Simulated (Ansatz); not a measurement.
# P: the order of phases at one pressure

Which of fcc, bcc, hcp, diamond, simple hexagonal, beta tin has the lowest enthalpy for P at one common pressure? The runs shown use PAW.

Method: DFT, PBE, PAW with Ansatz's default frozen-core files, scalar-relativistic, in Ansatz 0.2.0.

## (1) The system as given

It takes space group Fm-3m (No. 225, cubic). The conventional cell has a = 3.915 Å, b = 3.915 Å, c = 3.915 Å, α = 90.00°, β = 90.00°, γ = 90.00°. Around P (site symmetry m-3m) lie 12 P at 2.77 Å.

As a file:

```
CELL_PARAMETERS angstrom
0.00000 1.95743 1.95743
1.95743 0.00000 1.95743
1.95743 1.95743 0.00000
ATOMIC_POSITIONS crystal
P 0.00000 0.00000 0.00000
```

## (2) Cell relaxed at zero pressure, PAW

The input, input.yaml:

```yaml
crystal:
  lattice:
    - [0.0, 1.9574338206, 1.9574338206]
    - [1.9574338206, 0.0, 1.9574338206]
    - [1.9574338206, 1.9574338206, 0.0]
  atoms:
    - { symbol: P, position: [0.0, 0.0, 0.0] }
kpoints:
  mp_grid: { grid: [17, 17, 17] }
scf:
  occupations: { method: fermi_dirac, width: 0.08 }
hamiltonian:
  xc: pbe
  pseudopotentials: { kind: paw }
output:
  forces: true
  stress: true
relax:
  f_tol: 0.005
  max_steps: 40
  cell: {}
```

On the command line:

```bash
> ansatz run input.yaml --threads 1 --pin off --max-ram 3584MiB --backend cpu --events-out ev --progress --plain --runs-dir out
```

After this run come: Volume scaled by 0.612, to set the pressure, PAW; Fcc relaxed under pressure, PAW; Bcc relaxed under pressure, PAW; Hcp relaxed under pressure, PAW; Diamond relaxed under pressure, PAW; Simple hexagonal relaxed under pressure, PAW; Beta tin relaxed under pressure, PAW.

**Question.** What will these runs give? Wanted: pressure; lowest.

The runs gave:

| quantity | value |
| --- | --- |
| pressure | 120 GPa |
| lowest (PAW) | simple hexagonal, 43.9 meV/atom under beta tin |

**Reading.** By PAW the order is simple hexagonal < beta tin < bcc < hcp < fcc < diamond. Only these structures were tried, with electrons smeared by 0.08 eV and without vibrations, so the true ground state may be another. The k meshes differ between phases and weren't tested, which can move differences by some meV.
